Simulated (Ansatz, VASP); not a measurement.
## GaP: VASP beside Ansatz

The input INCAR:

```
PREC     = Accurate       # precision mode
ENCUT    = 520            # plane-wave cutoff, eV
EDIFF    = 1E-6           # SCF threshold, eV
ISMEAR   = 0              # smearing method
SIGMA    = 0.05           # smearing width, eV
LREAL    = F              # projectors in reciprocal space
LASPH    = T              # aspherical terms in the spheres
NELM     = 60             # most SCF steps
ALGO     = Normal         # electronic algorithm
ISIF     = 2              # what is computed and relaxed
LWAVE    = F              # write WAVECAR
LCHARG   = F              # write CHGCAR
GGA      = PE             # functional
NBANDS   = 16             # bands
```

The input KPOINTS:

```
Automatic mesh
0
Gamma
  8 8 8
```

The input POSCAR:

```
GaP
1.0
    0.0000000000      2.8887650000      2.7252500000
    2.7252500000      0.0000000000      2.7252500000
    2.7252500000      2.8887650000      0.0000000000
Ga P
1 1
Direct
    0.0000000000      0.0000000000      0.0000000000
    0.7500000000      0.7500000000      0.7500000000
```

Input for Ansatz:

```yaml
crystal:
  lattice:
    - [0.0, 2.888765, 2.72525]
    - [2.72525, 0.0, 2.72525]
    - [2.72525, 2.888765, 0.0]
  atoms:
    - { symbol: Ga, position: [0.0, 0.0, 0.0] }
    - { symbol: P, position: [0.75, 0.75, 0.75] }
basis:
  ecutwfc: 420
kpoints:
  mp_grid: { grid: [8, 8, 8] }
hamiltonian:
  xc: pbe
scf:
  occupations: { method: gaussian, width: 0.05 }
output:
  forces: true
  stress: true
  eigenvalues: true
```

Change from the starting cell: strain +0.0600 x Voigt [0, 1, 0, 0, 0, 0], atoms carried along.

Alike in both runs: task single point; functional PBE; k mesh 8 × 8 × 8; occupations gaussian, width 0.05 eV; no spin polarisation.

|  | VASP | Ansatz |
| --- | --- | --- |
| version | VASP 6.6.1 | Ansatz 0.2.0 |
| potentials or method | VASP PAW PBE potentials, release 64 (Ga_d, P) | scalar-relativistic, plane waves, PAW |
| plane-wave cutoff (eV) | 520 | 420 |
| valence electrons in the cell | 18 | 18 |

```tsv
	VASP	Ansatz	Ansatz less VASP
gap on the k mesh at the Fermi level (eV)	1.21	1.21	+0.003
least direct gap on the mesh (eV)	1.21	1.21	+0.003
pressure (GPa)	-2.1	-2.1	+0.05
largest component of the traceless stress (GPa)	3.09	3.08	-0.003
```

A k mesh can miss the band edges.
